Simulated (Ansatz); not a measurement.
**CuO (Tenorite): equation of state with LDA**

Crystal: CuO (Tenorite).

```
CELL_PARAMETERS angstrom
2.34185 -1.71130 0.00000
2.34185 1.71130 0.00000
-0.85003 0.00000 5.05787
ATOMIC_POSITIONS crystal
Cu 0.50000 0.00000 0.50000
Cu 0.00000 0.50000 0.00000
O 0.41840 0.58160 0.75000
O 0.58160 0.41840 0.25000
```

```json
{
 "Program": "Ansatz 0.2.0",
 "Task": "equation of state",
 "Functional": "LDA",
 "Potentials or basis": "Ansatz PAW",
 "Cutoff": "420 eV",
 "Density cutoff": "1680 eV",
 "k mesh": "10 × 10 × 5",
 "Occupations": "fermi-dirac, width 0.05 eV",
 "Spin": "no spin polarisation"
}
```

```
Equilibrium volume                        : 9.62 Å³/atom
Bulk modulus at fixed shape and positions : 208 GPa
Pressure derivative of the bulk modulus   : 4.7
```

Energy against volume, from the lowest point:
```
volume (Å³/atom)  energy (meV/atom)
           9.527               0.00
           9.730               0.17
           9.932               5.58
          10.135              15.60
          10.338              29.70
          10.540              47.44
          10.743              68.39
```

All runs of the series together: 38 s on 2 threads of Arm Neoverse V1, with other jobs on the host.

Caveat: the cell was scaled at fixed shape and fractional positions, which overstates the stiffness of a crystal with free parameters, most of all of layers and chains; the run has no spin polarisation, though such a crystal can be magnetic.
